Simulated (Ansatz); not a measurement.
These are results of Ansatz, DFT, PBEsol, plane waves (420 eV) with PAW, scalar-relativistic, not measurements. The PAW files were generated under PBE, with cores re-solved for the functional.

An element in the fcc structure gives this curve. The cell is scaled uniformly from the relaxed one, with fractional coordinates and shape fixed. Energies are extrapolated to zero smearing, pressures are those at the given smearing. Magnetic state: spin not included.

```tsv
V (Å³/atom)	E − E₀ (meV/atom)	P (GPa)
15.650	55.1	10.00
16.361	20.7	5.69
17.073	3.7	2.29
17.784	0.2	-0.39
18.495	7.4	-2.48
19.207	22.8	-4.12
19.918	44.5	-5.39
```

Which element is it?
A. titanium
B. gallium
C. aluminium
D. arsenic

B. Its fit is V₀ = 17.63 Å³/atom, B₀ = 62 GPa, B₀′ = 5.2.
